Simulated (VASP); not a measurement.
Input of a VASP 6.6.1 run:

INCAR

```
SYSTEM = CoO
  ALGO = Normal
  EDIFF = 1E-7
  ENCUT = 520
  GGA = PE
  ISIF = 2
  ISMEAR = 0
  ISPIN = 2
  LASPH = .TRUE.
  LCHARG = .FALSE.
  LMAXMIX = 4
  LORBIT = 11
  LREAL = .FALSE.
  LWAVE = .FALSE.
  MAGMOM = 2 0
  NELM = 150
  PREC = Accurate
  SIGMA = 0.02
```

File KPOINTS:

```
k-points
0
G
  11 11 10
  0 0 0
```

File POSCAR:

```
CoO
1.0
    2.8284500000      0.0000000000      0.0000000000
   -1.4142300000      2.4495100000      0.0000000000
    0.0000000000      0.0000000000      2.7217200000
Co O
1 1
Direct
    0.0000000000      0.0000000000      0.5000000000
    0.6666700000      0.3333300000      0.0000000000
```

Potentials or basis: VASP PAW PBE potentials, release 64 (Co, O).

Command:

```bash
$ cat potpaw_PBE.64/Co/POTCAR potpaw_PBE.64/O/POTCAR > POTCAR
$ mpirun -np 1 vasp_std > vasp.out
```

(1) What does it give for the pressure?

(2) What does it give for the site moments?

(3) Predict the net moment.

## Answers

(1) -0.5 GPa.

(2) Co +2.55; O +0.41 μB.

(3) 3.00 μB per cell.

Caveat: a cell with one magnetic atom can't hold antiferromagnetic order, which such compounds often take.
